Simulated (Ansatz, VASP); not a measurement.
Two plane-wave programs on C

```xyz
2
Lattice="1.2427 0.7175 3.3893 -1.2427 0.7175 3.3893 0.0000 -1.4350 3.3893" Properties=species:S:1:pos:R:3 pbc="T T T"
C     0.0000    0.0000    1.6748
C     0.0000    0.0000    8.4931
```

Change from the starting cell: mode 4 frozen in at -0.019 Å, equal normal strain along x, y and z +0.0083.

Alike in both runs: task single point; functional PBE; dispersion D3(BJ); k mesh 15 × 15 × 15; occupations gaussian, width 0.05 eV; no spin polarisation.

|  | VASP | Ansatz |
| --- | --- | --- |
| version | VASP 6.6.1 | Ansatz 0.2.0 |
| potentials or method | VASP PAW PBE potentials, release 64 (C) | scalar-relativistic, plane waves, PAW |
| plane-wave cutoff (eV) | 520 | 520 |
| valence electrons in the cell | 8 | 8 |

```csv
,VASP,Ansatz,Ansatz less VASP
gap on the k mesh at the Fermi level (eV),0.68,0.68,0.000
least direct gap on the mesh (eV),0.68,0.68,0.000
pressure (GPa),-6.6,-7.0,-0.42
largest component of the traceless stress (GPa),6.01,6.50,+0.490
rms of the force components (eV/Å),0.368,0.369,+0.0013
```

Atom by atom the forces differ by 0.001 eV/Å (rms over components).

Caveats: an odd mesh through Γ misses points on the zone boundary, where band edges often lie.
